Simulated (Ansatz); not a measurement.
**SnO2: a ladder of calculations**

Cell of run 1: a Materials Project structure (computed, not necessarily an observed phase).

```
Sn O
1.0
    -3.24890    3.41447    3.41402
     3.24890   -3.41447    3.41402
     3.24890    3.41447   -3.41402
Sn O
4 8
Direct
  0.99640 0.24640 0.75000
  0.00360 0.75360 0.25000
  0.50000 0.50000 0.50000
  0.50000 0.00000 0.00000
  0.19350 0.19623 0.50272
  0.69756 0.75406 0.94351
  0.19350 0.69078 0.99728
  0.31056 0.75406 0.55649
  0.68944 0.24594 0.44350
  0.30244 0.24594 0.05649
  0.80650 0.30922 0.00272
  0.80650 0.80377 0.49728
```

Atom numbers follow the list; atoms alike are taken as one site, whose name carries the number of the first.

All runs are DFT with Ansatz 0.2.0 (plane waves and PAW, scalar-relativistic unless spin–orbit coupling is named, Γ-centred meshes, Fermi–Dirac smearing where given) in this cell.

Run 1: PBE, gradients read without the response of the cores, atoms as given; 420 eV, 5×5×5 k-points, smearing 0.02 eV.
Run 2: r2SCAN, gradients read without the response of the cores, atoms as given; 500 eV, 5×5×5 k-points, smearing 0.02 eV.
Run 3: PBE, gradients read without the response of the cores, atoms as given; 300 eV, 5×5×5 k-points, smearing 0.02 eV; this cutoff lies below the one recommended for these PAW files.

| run | Sn1 V_zz (η) | Sn3 V_zz (η) | O V_zz (η) |
| --- | --- | --- | --- |
| 1 | -4.71 (0.90) | -4.69 (0.90) | -11.59 (0.13) |
| 2 | -4.60 (0.90) | -4.58 (0.90) | -11.33 (0.11) |
| 3 | ? | ? | ? |

V_zz in 10²¹ V/m².

(1) Estimate the row of run 3.

## Answers

(1) Sn1: -4.72 (0.88); Sn3: -4.70 (0.88); O: -11.03 (0.13). It lies nearest to run 2, from whose tensors on these sites it differs by 0.30 at most (largest principal value of the difference, on O). Taken one at a time, the cutoff moves the tensors on these sites by up to 0.56 (largest principal value of the change, on O), the functional (r2SCAN with its higher cutoff) by 0.26 (O).

Without spin–orbit coupling (the program notes it for Sn) the gradients can shift somewhat, as the gap is small. Without spin–orbit coupling (the program notes it for Sn) the gradients are little affected as a rule: paired runs on crystals with a gap mostly move them by under 2 % at such atoms. The cell isn't the equilibrium one in run 2 (calculated pressure -8 GPa), and the entry's cell may itself be off.
